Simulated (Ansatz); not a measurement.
# Ti in Ansatz: convergence with scf exx energy threshold

Input of the first run (scf exx energy threshold 0.01); the others differ in this setting and in those tied to it:

File input.yaml:

```yaml
crystal:
  lattice:
    - [4.5673748306, 0.0, 0.0]
    - [-2.2836874153, 3.9554626319, 0.0]
    - [0.0, 0.0, 2.82624427]
  atoms:
    - { symbol: Ti, position: [0.6666666667, 0.3333333333, 0.5] }
    - { symbol: Ti, position: [0.3333333333, 0.6666666667, 0.5] }
    - { symbol: Ti, position: [0.0, 0.0, 0.0] }
hamiltonian:
  xc: pbe0
  pseudopotentials: { kind: paw }
kpoints:
  mp_grid: { grid: [4, 4, 5] }
scf:
  occupations: { method: fermi_dirac, width: 0.05 }
  exx: { energy_threshold: 0.01 }
output:
  forces: true
  stress: true
  eigenvalues: true
```

Potentials or basis: Ansatz PAW.

Run with:

```sh
$ ansatz run input.yaml --threads 2 --pin off --max-ram 5632MiB --backend cpu --events-out ev --progress --plain --runs-dir out
```

This isn't the form of Ti at room conditions, which is hcp.

Hardware: 2 threads of Intel(R) Xeon(R) Processor @ 2.50GHz (Skylake/Cascade Lake), on a shared host.

```
scf exx energy threshold  energy less the tightest run, at zero smearing (meV/atom)  SCF cycles  CPU time (s)  peak memory (GiB)
                    0.01                                                       0.00          48           110               0.77
                   0.001                                                       0.00          48           110               0.76
                  0.0001                                                       0.00          51           120               0.77
                   1e-05                                                       0.00          51           120               0.77
                   1e-06                                                       0.00          51           120               0.77
                   1e-07                                                       0.00          57           120               0.77
```

Against the tightest run, the energy stays within 1 meV/atom from 0.01 on. The tightest run that finished is the yardstick and may itself not be fully converged.

Caveat, for the tightest run too: the k mesh is coarse (spacing up to 0.44 Å⁻¹), so the values aren't converged, least of all with exact exchange; odd divisions of the mesh miss points on the zone boundary, where band edges often lie, so the gap on the mesh can be too wide.
